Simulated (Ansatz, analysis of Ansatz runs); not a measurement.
**F+ centre in corundum: optical absorption band, HSE06 on PBE structures**

How near does this set-up come to the measured optical absorption band? Subject: F+ centre in corundum. Set-up: HSE06 on PBE structures, 80-site cell, PBE lattice, 420 eV, k: the zone centre alone. The model is a cell of 80 host atoms with 1 O taken out. The excitation energy is a difference of total energies with one electron moved up within one spin channel. Exact exchange opens the gap, stiffens bonds and lessens the self-interaction error, at many times the cost.

Measured beforehand: Vertical absorption energy (lower of two bands): 4.8 eV, by optical absorption (radiation-induced, RIOA) at RT, neutron-irradiated crystal (quoted in “Detection of hidden oxygen interstitials in neutron-irradiated corundum crystals”, 2022, A. Lushchik et al., quoting earlier work (1977)). The runs below try to reproduce this.

Calculated with Ansatz 0.2.0; plane-wave PAW DFT, PBE; relaxation of all atoms of a defect supercell.

This is a report of a sequence of runs, with most program output left out.

## 1. The structure

The cell holds 79 atoms: 32 Al and 47 O. Cell: a = 10.362 Å, b = 10.362 Å, c = 10.362 Å, α = 55.3°, β = 55.3°, γ = 55.3°. It derives from Al2O3 (space group R-3c). Nearest the centre at fractional (0.375, 0.722, 0.528): Al71 at 1.87 Å, Al31 at 1.87 Å, Al24 at 1.99 Å, Al23 at 1.99 Å, O8 at 2.55 Å, O69 at 2.55 Å, O65 at 2.65 Å, O26 at 2.65 Å. The cell carries charge +1.

The host's primitive cell comes from a first run (plane-wave PAW DFT, PBE; relaxation of the host's cell and atoms): vectors of 5.181, 5.181 and 5.181 Å. That is 8.76 Å³ an atom, 3.0 % over the diffraction cell's volume. The supercell is built on it.

## 2. Relaxation, charge +1

Every later number rests on the structure around the defect, so the atoms are relaxed at the host's lattice first.

Input file relax/input.yaml:

```yaml
relax:
  f_tol: 0.02
  max_steps: 80
  escape_saddle: false
crystal:
  lattice:
    - [4.80871308, 2.77631179, 8.74900355]
    - [-4.80871308, 2.77631179, 8.74900355]
    - [0.0, -5.55262359, 8.74900355]
  atoms:
    - { symbol: Al, position: [0.176072736, 0.176072736, 0.176072736] }
    - { symbol: Al, position: [0.073927264, 0.073927264, 0.073927264] }
    - { symbol: Al, position: [0.323927264, 0.323927264, 0.323927264] }
    - { symbol: Al, position: [0.426072736, 0.426072736, 0.426072736] }
    - { symbol: O, position: [0.278085818, 0.471914182, 0.125] }
    - { symbol: O, position: [0.125, 0.278085818, 0.471914182] }
    - { symbol: O, position: [0.471914182, 0.125, 0.278085818] }
    - { symbol: O, position: [0.221914182, 0.028085818, 0.375] }
[... 67 atom lines left out ...]
    - { symbol: O, position: [0.971914182, 0.625, 0.778085818] }
    - { symbol: O, position: [0.721914182, 0.528085818, 0.875] }
    - { symbol: O, position: [0.875, 0.721914182, 0.528085818] }
    - { symbol: O, position: [0.528085818, 0.875, 0.721914182] }
total_charge: 1
basis:
  ecutwfc: 420
  xc_grid: 2
hamiltonian:
  xc: pbe
kpoints:
  mp_grid: { grid: [1, 1, 1] }
magnetization:
  spin_polarized: true
  initial_magnetization: 1
  spin_locking: { lock_magnetization: hard }
scf:
  occupations: { method: fermi_dirac, width: 0.01 }
  max_iter: 120
output:
  forces: true
checkpoint:
  write: "../relax.run"
  compress: false
  write_wavefunctions: true
  write_every: 100000
```

Started as:

```
$ ansatz run input.yaml --threads 2 --pin off --max-ram 3768MiB --backend cpu --events-out ev --progress --plain --runs-dir out
```

The job ended after 59 s (2 threads of Intel Xeon Platinum 8559C (Emerald Rapids), shared host; peak memory 1.5 GiB; 1.9 min of CPU time).

The steps of the relaxation:

```tsv
step	energy less that of the first step (eV)	largest force component (eV/Å)
1	0.0000	1.9521
2	-0.6310	0.5985
3	-0.7535	0.1652
4	-0.7707	0.0569
5	-0.7728	0.0021
```

Forces are held to the 2 operations that the run works with; a distortion that breaks them can't arise in this run.

The atoms that moved most (Å):

```tsv
atom	dx	dy	dz	length
Al71	0.101	-0.010	0.071	0.124
Al31	-0.042	-0.092	-0.071	0.124
Al23	-0.050	0.062	-0.068	0.105
Al24	-0.029	0.074	0.068	0.105
O8	0.055	-0.027	-0.008	0.062
O69	-0.004	-0.061	0.008	0.062
O35	0.039	0.004	-0.039	0.055
O27	-0.023	-0.032	0.039	0.055
```

The atoms nearest to the centre after the run:

```tsv
atom	distance (Å)
Al31	1.996
Al71	1.996
Al23	2.097
Al24	2.097
O8	2.491
O69	2.491
O26	2.621
O65	2.621
```

This step gave:

- free energy: -43995.1363 eV
- total moment: 1 μB
- integral of the absolute spin density: 1.045 μB
- spin contamination: 0.002281

## 3. Ground state

Both spins' levels are needed to pick the two between which the electron moves, so the ground state is solved with empty bands.

This step: plane-wave PAW DFT, HSE06; single point of a defect supercell on the structure relaxed with PBE.

Input file ground/input.yaml:

```yaml
crystal:
  lattice:
    - [4.80871308, 2.77631179, 8.74900355]
    - [-4.80871308, 2.77631179, 8.74900355]
    - [0.0, -5.55262359, 8.74900355]
  atoms:
    - { symbol: Al, position: [0.175013917, 0.177893923, 0.174916497] }
    - { symbol: Al, position: [0.073770727, 0.074436748, 0.072118343] }
[... 5 atom lines left out ...]
    - { symbol: O, position: [0.225718009, 0.020440953, 0.377875156] }
[... 6 atom lines left out ...]
    - { symbol: O, position: [0.278195452, 0.474253096, 0.625236161] }
[... 7 atom lines left out ...]
    - { symbol: Al, position: [0.319858326, 0.830214711, 0.313886227] }
    - { symbol: Al, position: [0.430141674, 0.936113773, 0.419785289] }
[... 1 atom line left out ...]
    - { symbol: O, position: [0.127268205, 0.777374284, 0.472790405] }
    - { symbol: O, position: [0.469154887, 0.626955918, 0.283388368] }
[... 3 atom lines left out ...]
    - { symbol: Al, position: [0.163499839, 0.672135799, 0.684427602] }
[... 3 atom lines left out ...]
    - { symbol: O, position: [0.280845113, 0.966611632, 0.623044082] }
[... 1 atom line left out ...]
    - { symbol: O, position: [0.471804548, 0.624763839, 0.775746904] }
[... 27 atom lines left out ...]
    - { symbol: O, position: [0.622731795, 0.777209595, 0.472625716] }
[... 3 atom lines left out ...]
    - { symbol: O, position: [0.524281991, 0.872124844, 0.229559047] }
[... 1 atom line left out ...]
    - { symbol: Al, position: [0.586500161, 0.565572398, 0.577864201] }
[... 7 atom lines left out ...]
    - { symbol: O, position: [0.528239092, 0.875335109, 0.721055766] }
total_charge: 1
basis:
  ecutwfc: 420
  xc_grid: 2
hamiltonian:
  xc: hse06
kpoints:
  mp_grid: { grid: [1, 1, 1] }
magnetization:
  spin_polarized: true
  initial_magnetization: 1
  spin_locking: { lock_magnetization: hard }
scf:
  occupations: { method: fermi_dirac, width: 0.01 }
  max_iter: 120
  n_extra_bands: 20
  lower_state_search: "off"
output:
  forces: true
  eigenvalues: true
checkpoint:
  read: "../relax.run"
  write: "../ground.run"
  compress: false
  write_wavefunctions: true
  write_every: 100000
```

Run time: 3.6 min. Hardware: 2 threads; peak memory 2 GiB.

Numbers from this step:

| Quantity | Value |
| --- | --- |
| free energy | -44005.4925 eV |
| total moment | 1 μB |
| integral of the absolute spin density | 1.058 μB |
| spin contamination | 0.001588 |

## 4. Ground state at the level of the structure

The ground state is solved at the level of the structure too, which shows how far its levels are spread.

This step: plane-wave PAW DFT, PBE; single point of a defect supercell.

ground_geo/input.yaml, as its differences from ground/input.yaml of step 3:

```diff
@@ -37,3 +37,3 @@
 hamiltonian:
-  xc: hse06
+  xc: pbe
 kpoints:
@@ -52,5 +52,6 @@
   eigenvalues: true
+  eigenstates: { localisation: true }
 checkpoint:
   read: "../relax.run"
-  write: "../ground.run"
+  write: "../ground_geo.run"
   compress: false
```

It took 7.5 s on 2 threads; peak memory 1.2 GiB.

This step gave:

```yaml
free_energy: -43995.1363 eV
total_moment: 1 μB
integral_of_the_absolute_spin_density: 1.045 μB
spin_contamination: 0.002281
```

States next to the filling edge at the first k-point, on the run's own zero (eigenstates.tsv). The participation number counts the atoms that a state is spread over, of 79; bands count from 0.

```tsv
spin	band	energy (eV)	occupation	participation	largest share on	share
down	182	7.025	1.00	29.4	O16	0.07
down	183	7.036	1.00	25.3	O9	0.09
down	184	7.042	1.00	24.1	O18	0.09
down	185	7.188	1.00	44.7	O20	0.03
down	186	7.190	1.00	46.5	O18	0.04
down	187	7.231	1.00	45.2	O58	0.04
down	188	11.077	0.00	12.0	Al31	0.17
down	189	13.522	0.00	75.7	Al31	0.02
down	190	14.709	0.00	10.6	Al31	0.19
down	191	15.094	0.00	15.1	Al23	0.12
down	192	15.351	0.00	34.1	O27	0.06
up	183	7.032	1.00	24.3	O5	0.09
up	184	7.038	1.00	24.4	O18	0.09
up	185	7.183	1.00	44.2	O20	0.03
up	186	7.185	1.00	45.6	O18	0.04
up	187	7.227	1.00	44.6	O58	0.04
up	188	9.586	1.00	10.5	Al31	0.18
up	189	13.391	0.00	78.3	O48	0.01
up	190	13.941	0.00	8.0	Al31	0.23
up	191	14.478	0.00	12.3	Al23	0.14
up	192	14.985	0.00	20.7	Al23	0.10
up	193	15.696	0.00	61.9	O58	0.03
```

Under PBE at the zone centre alone, the highest filled state is spin up, spread over 10 of 79 atoms, and the lowest empty one, 1.49 eV above it, is spin down, spread over 12 of 79 atoms.

The atoms' spheres hold 0.26 of the 1 μB, none over 0.03 μB.

## 5. Excited state at the ground state's structure

One electron is moved to the upper level and held there by its overlap; at the ground state's structure the energy difference is the vertical absorption.

This step: plane-wave PAW DFT, HSE06; single point of a defect supercell on the structure relaxed with PBE.

excited/input.yaml, as its differences from ground_geo/input.yaml of step 4:

```diff
@@ -37,3 +37,3 @@
 hamiltonian:
-  xc: pbe
+  xc: hse06
 kpoints:
@@ -45,4 +45,9 @@
 scf:
-  occupations: { method: fermi_dirac, width: 0.01 }
-  max_iter: 120
+  occupations:
+    method: fermi_dirac
+    width: 0.01
+    excite:
+      from: { channel: up, k: 0, band: v1, track: overlap }
+      to: { channel: up, k: 0, band: c1, track: overlap }
+  max_iter: 150
   n_extra_bands: 20
@@ -51,7 +56,5 @@
   forces: true
-  eigenvalues: true
-  eigenstates: { localisation: true }
 checkpoint:
-  read: "../relax.run"
-  write: "../ground_geo.run"
+  read: "../ground.run"
+  write: "../excited.run"
   compress: false
```

It took 6.9 min on 2 threads; peak memory 2 GiB; 13 min of CPU time.

Read from the output:

* free energy: -44000.5273 eV
* total moment: 1 μB
* integral of the absolute spin density: 1.061 μB
* spin contamination: 5.10e-4

## 6. Outcome

The level that takes the electron spreads over a large part of the cell (78 of 79 atoms): it is diffuse or a band state, and this cell can't show whether it is bound to the centre. For the record: Vertical absorption energy: computed 4.97 eV, measured 4.8 eV (lower of two bands); 0.17 eV above the measurement.

[Logs are printed without paths, hosts, clocks, repeated set-up lines and the standing remarks that a program may print on its own settings, such as how far it seeks lower states.]

[Hosts, paths, dates, database ids (printed as entryN), source tags and the programs' standing remarks are cut or masked in the printed files.]

[For some hosts the program warned that the k-mesh of the response run may be too coarse for force constants and the static dielectric constant; such warnings are not shown here.]
